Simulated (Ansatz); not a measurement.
C: single point with PBE

The system is C, a slab with vacuum.

```
C
1.0
     2.50529    0.00000    0.00000
    -1.25265    2.16965    0.00000
     0.00000    0.00000    8.52380
C
2
Direct
  0.66667 0.33333 0.00000
  0.33333 0.66667 0.00000
```

The cell isn't the ideal one: strain = 0.02.

```yaml
Program: Ansatz 0.2.0
Task: single point
Functional: PBE
Potentials_or_basis: all-electron LAPW, scalar-relativistic
Cutoff: 508 eV (chosen from the basis error)
Basis_error_allowed: 0.001 eV/atom
k_mesh: 12 × 12 × 3
Occupations: fermi-dirac, width 0.05 eV
Spin: no spin polarisation
```

| Property | Result |
| --- | --- |
| Band gap on the k mesh | none (metal or under the smearing width) |

Stress tensor (GPa, compression positive):
```
-7.11  0.00  0.00
 0.00 -7.11  0.00
 0.00  0.00  0.00
```

Levels at points of the mesh, in eV from the Fermi level:
```
            k point  band 3  band 4  band 5  band 6  band 7  band 8  band 9  band 10
 (0.00, 0.00, 0.00)  -19.14   -7.30   -3.07   -3.07    3.13    5.45    7.15     8.01
(0.00, -0.50, 0.00)  -14.12  -12.95   -6.30   -2.27    1.66    6.91   10.77    10.92
```

Run time: 15 s on 1 thread of Intel(R) Xeon(R) Processor @ 2.50GHz (Skylake/Cascade Lake), on a shared host, peak memory 0.41 GiB.
